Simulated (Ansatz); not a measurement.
How far is this AlP₅ from the hull?

Level of theory: DFT PBE, scalar-relativistic, plane waves, PAW (Ansatz 0.2.0). Settings: cutoff 420 eV, Γ-centred meshes spaced at most about 0.3 Å⁻¹, and about 0.25 Å⁻¹ or finer for metals (2π included), Gaussian smearing. No spin polarisation.

Energies over the elements count from the elements' standard structures at the same level, with no fitted energy shifts. The references include black phosphorus.

All energies are static (0 K, no zero-point motion). The reference form of P is held partly by dispersion forces, which this level lacks.

The competitors are the elements and 1 reference phase of this chemical system (from databases or known types: AlP), relaxed at the same level; other known phases may be missing.

The candidate was reached from: MgTi5 type (P-6m2).

```
Al P
1.0
     3.31831    0.00000    0.00000
    -1.65915    2.87374    0.00000
     0.00000    0.00000    9.78147
Al P
1 5
Direct
  0.00000 0.00000 0.00000
  0.33333 0.66667 0.82785
  0.00000 0.00000 0.66757
  0.33333 0.66667 0.50000
  0.00000 0.00000 0.33243
  0.33333 0.66667 0.17215
```

Q: Where does it stand against these competitors?

A: Not stable. Its formation energy is 0.243 eV/atom. The lowest competing mixture at this composition is this:

| phase | space group | source | share of atoms | ΔE_f (eV/atom) |
| --- | --- | --- | --- | --- |
| P | - | element | 0.6667 | -0.0005 |
| AlP | F-43m (No. 216) | Materials Project | 0.3333 | -0.633 |

The lowest database cell of P (-0.0005) lies slightly below the reference, hence the non-zero entry.

The mixture lies at -0.211 eV/atom, and the candidate lies 0.45 eV/atom above it. The candidate matches no cell in the subsets of the Crystallography Open Database and the Materials Project at hand. A phase this far over the hull is unlikely to be made.
